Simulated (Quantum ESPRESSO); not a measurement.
Input of a Quantum ESPRESSO 7.5 run:

File pw.in:

```
&CONTROL
  calculation = 'scf'
  prefix = 'pwscf'
  outdir = './tmp'
  pseudo_dir = './pseudo'
  tprnfor = .true.
  tstress = .true.
  disk_io = 'nowf'
/
&SYSTEM
  ibrav = 0
  nat = 3
  ntyp = 2
  ecutwfc = 45
  ecutrho = 360
  nbnd = 23
  occupations = 'smearing'
  smearing = 'gaussian'
  degauss = 0.00367493
/
&ELECTRONS
  conv_thr = 1.2d-07
  electron_maxstep = 100
  mixing_beta = 0.7
  mixing_ndim = 20
/
ATOMIC_SPECIES
Mo    95.9500 mo_lda_v1.uspp.F.UPF
Te   127.6000 te_lda_v1.uspp.F.UPF
CELL_PARAMETERS angstrom
   4.0201319500    0.0000000000    0.0000000000
  -2.0100659700    3.4815363900    0.0000000000
   0.0000000000    0.0000000000    6.4853072000
ATOMIC_POSITIONS crystal
Mo     0.0000000000    0.0000000000    0.0000000000
Te     0.3333333333    0.6666666667    0.2520000000
Te     0.6666666667    0.3333333333    0.7480000000
K_POINTS automatic
6 6 3 0 0 0
HUBBARD {ortho-atomic}
U Mo-4d 6.0
```

Potentials or basis: GBRV 1.5 LDA.

Command:

```console
$ OMP_NUM_THREADS=1 mpirun -n 2 pw.x -nk 2 -in pw.in > pw.out
```

Problem. Estimate the band gap on the k mesh.

Solution. None (metal or under the smearing width).

Problem. What does it give for the pressure?

Solution. -10.2 GPa.

Forces in eV/Å, atoms in the order of the input:
```
Mo   0.000  0.000  0.000
Te   0.000  0.000 -0.449
Te   0.000  0.000  0.449
```

Caveat: the k mesh is coarse; U without spin polarisation on a metal has little footing; the U is typed as a test and isn't derived for this compound. The run has no spin-orbit coupling, so splittings on Te are missing.
